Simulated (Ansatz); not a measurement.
**The polar optical mode of AlN at -1 GPa, worked through**

Theory: DFT PBEsol, scalar-relativistic, plane waves, PAW (Ansatz 0.2.0). Settings: 420 eV plane-wave cutoff, Γ-centred 10×10×10 mesh, fixed occupations. No spin polarisation. Phonons by linear response, acoustic sum rule imposed.

The cell, relaxed at -1 GPa:
```cif
data_structure
_symmetry_space_group_name_H-M 'F-43m'
_symmetry_Int_Tables_number 216
_cell_length_a 4.3850
_cell_length_b 4.3850
_cell_length_c 4.3850
_cell_angle_alpha 90.000
_cell_angle_beta 90.000
_cell_angle_gamma 90.000
_cell_volume 84.32
loop_
_atom_site_label
_atom_site_type_symbol
_atom_site_symmetry_multiplicity
_atom_site_Wyckoff_symbol
_atom_site_fract_x
_atom_site_fract_y
_atom_site_fract_z
_atom_site_occupancy
Al1 Al 4 a 0.00000 0.00000 0.00000 1
N1 N 4 c 0.25000 0.25000 0.25000 1
```

Linear response gives ν_TO = 643.8 cm⁻¹, Born charges ±2.549 e (positive on Al) and ε∞ = 4.655. The primitive cell holds 21.080 Å³, and the masses are 26.982 and 14.007 amu.

Q: Find ν_LO and the static dielectric constant.

A: The long-wave field adds a restoring force: ω_LO² − ω_TO² = Z*²e²/(ε_vac ε∞ μV). In these units ν_LO² − ν_TO² = 4.92064×10⁷ Z*²/(μ V ε∞) cm⁻², with μ = m₁m₂/(m₁ + m₂) = 9.220 amu: 353193 cm⁻². So ν_LO = √(643.8² + 353193) = 876.1 cm⁻¹, and the run gives 876.1. Lyddane–Sachs–Teller then gives ε0 = ε∞ (ν_LO/ν_TO)² = 8.62, against 8.62 in the run (it forms both from the same three quantities, so the match checks the arithmetic only). Between ν_TO and ν_LO the dielectric function is negative and an undamped crystal reflects fully: a reststrahlen band from 11.4 to 15.5 μm.

Q: What do the Clausius–Mossotti polarisability and the Szigeti charge come to?

A: With the Lorentz local field, α = (3V/4π)(ε∞ − 1)/(ε∞ + 2) = 2.76 Å³ for the pair, and e_S = 3Z*/(ε∞ + 2) = 1.15 e. The Born charge includes the electrons' response to the dipole's own local field, and e_S takes that enhancement out. The Lorentz field assumes point-like polarisable ions, a poor picture once ε∞ is this large, since the electron clouds then overlap or are shared, so both numbers are formal here.

Q: How strongly does a slow electron couple to the LO mode?

A: For one isotropic parabolic band, Fröhlich's constant is α_F = (1/ε∞ − 1/ε0) √(m* Ry/ħω_LO), with Ry = 13.606 eV, ħω_LO = 108.6 meV and m* in free-electron masses: α_F = 0.0988 × 11.19 × √m* = 1.11 √m*. The band mass isn't part of this run; for m* = 0.1, 0.3 and 1 it gives 0.35, 0.61, 1.11. In weak coupling the polaron lies α_F ħω_LO below the band edge (66 meV at m* = 0.3) with a mass m*(1 + α_F/6); past α_F of about 5 or 6 that expansion fails. A semilocal functional's ε∞ tends to be too large, which taken alone lowers α_F.

This zinc-blende form isn't the usual stable structure of the compound.

Cost: 1 run of about 0.5 core-minutes, on Arm Neoverse V1 (shared hosts).